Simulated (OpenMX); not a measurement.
# Cu: equation of state with PBE

Crystal: Cu.

```
Cu
1.0
     0.00000    1.80750    1.80750
     1.80750    0.00000    1.80750
     1.80750    1.80750    0.00000
Cu
1
Direct
  0.00000 0.00000 0.00000
```

| Item | Value |
| --- | --- |
| Program | OpenMX 3.8.5 |
| Task | equation of state |
| Functional | PBE |
| Potentials or basis | OpenMX 2013 PBE set, Cu6.0H-s3p2d1, fixed grid of 24 × 24 × 24 points |
| k mesh | 13 × 13 × 13 |
| Occupations | fermi-dirac, width 0.05 eV |
| Spin | no spin polarisation |

```
Equilibrium volume : 12.39 Å³/atom (rough: see the caveat)
Bulk modulus       : 114 GPa (rough)
```

Energy against volume, from the lowest point:
```
volume (Å³/atom)  energy (meV/atom)
          11.102              60.29
          11.338              38.61
          11.574              21.68
          11.810               9.87
          12.047               3.51
          12.283               0.00
          12.519               0.05
```

Caveat: the transition metal has a single d function, too few for pressures, volumes and moments; the real-space grid is coarse for these elements, which adds noise of up to some 20 meV/atom to energies and shifts forces, pressures and volumes; volumes in these bases differ from converged ones by about 1 %, for some elements by several; the basis of atomic orbitals isn't converged, which shifts pressures, moduli and gaps.
